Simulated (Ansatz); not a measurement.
An Ansatz (an electronic-structure program) input (r2SCAN, PAW, 500 eV (Ansatz; no spin-orbit coupling)):

Ansatz 0.2 input:
```yaml
crystal:
  lattice:
    - [0, 2.8592408946, 3.009093764]
    - [3.009093764, 0, 3.009093764]
    - [3.009093764, 2.8592408946, 0]
  atoms:
    - { symbol: I, position: [0, 0, 0] }
    - { symbol: Li, position: [0.5, 0.5, 0.5] }
basis: { ecutwfc: 500, ecutrho_ratio: 4, xc_grid: 4, fft_grid_basis: typed }
kpoints: { mp_grid: { grid: [10, 10, 10] } }
hamiltonian:
  xc: r2scan
  dispersion: none
  pseudopotentials: { kind: paw }
scf: { occupations: { method: fermi_dirac, width: 0.05 }, convergence: { dr2_threshold: 0.0000000002 } }
relax: { f_tol: 0.005, max_steps: 50 }
output: { forces: true, stress: true }
checkpoint: { write: state.ck, write_every: 1000 }
```

Question: Which symmetry and how many k-points will the program report, and about how many plane waves at Γ?

Answer: Space group I4/mmm (ITA 139) with 16 operations, k-points 102 of 1000, and 1323 plane waves at Γ.

Question: And the final pressure?

Answer: 1.33 GPa (compression positive).

The cells carry an imposed strain or load. Stability against distortions was not tested. The cell was made from LiI in the rock salt structure (space group Fm-3m, No. 225) by this change: uniaxial strain ε_yy = −4.98 %.
